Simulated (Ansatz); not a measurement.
# How close does DFT come to the measured hyperfine parameters of AlN?

Cell of run 1: a COD entry, atoms as given.

```yaml
crystal:
  lattice:
    - [3.11000, 0.00000, 0.00000]
    - [-1.55500, 2.69334, 0.00000]
    - [0.00000, 0.00000, 4.98000]
  atoms:
    - { symbol: Al, position: [0.66667, 0.33333, 0.00000] }
    - { symbol: Al, position: [0.33333, 0.66667, 0.50000] }
    - { symbol: N, position: [0.66667, 0.33333, 0.38200] }
    - { symbol: N, position: [0.33333, 0.66667, 0.88200] }
```

Sites (sets of like atoms) are named by element and the number of their first atom in this list.

All runs are DFT with Ansatz 0.2.0 (plane waves and PAW, scalar-relativistic unless spin–orbit coupling is named, Γ-centred meshes, Fermi–Dirac smearing) in this cell.

Run 1: PBE, atoms as given; 420 eV, 11×11×6 k-points, smearing 0.02 eV.
Run 2: r2SCAN, at the relaxed atoms; 500 eV, 11×11×6 k-points, smearing 0.02 eV.
Run 3: LDA, at the relaxed atoms; 420 eV, 11×11×6 k-points, smearing 0.02 eV.
Run 4: PBEsol, at the relaxed atoms; 420 eV, 11×11×6 k-points, smearing 0.02 eV.

Relaxed positions (PBE, cell held):

```
CELL_PARAMETERS angstrom
3.11000 0.00000 0.00000
-1.55500 2.69334 0.00000
0.00000 0.00000 4.98000
ATOMIC_POSITIONS crystal
Al 0.66667 0.33333 0.00000
Al 0.33333 0.66667 0.50000
N 0.66667 0.33333 0.38200
N 0.33333 0.66667 0.88200
```

14N: I = 1, Q = 20.44 mb; ²⁷Al: I = 5/2, Q = 146.6 mb (Pyykkö 2018). C_Q = eQV_zz/h.

**Question.** Give |C_Q| of 14N, |C_Q| of ²⁷Al for each run, and set them against experiment.

**Answer.** 

```
     quantity  unit  measured  run 1  run 2  run 3  run 4
 |C_Q| of 14N   MHz   0.00819     ≈0  0.005  0.009     ≈0
|C_Q| of ²⁷Al   MHz     1.914   1.79   1.81   1.78   1.77
```

The gradient behind the |C_Q| of 14N is so small (V_zz from -0.018 to <0.005 × 10²¹ V/m²) that the runs can't be ranked by it. The runs' values of the |C_Q| of ²⁷Al lie within 2 % of one another and miss by -5 % to -8 %.

**Where the measured values come from.**

Zeman et al., Molecules, 2020 (PMC7037746) reports: |C_Q| of 14N 8.19 kHz; |C_Q| of ²⁷Al 1.914 MHz.

The runs hold the atoms at rest, while the measurements include thermal motion.

With these PAW files V_zz is typically within 2 to 3 % of all-electron values, but misses above 10 % occur on Al.
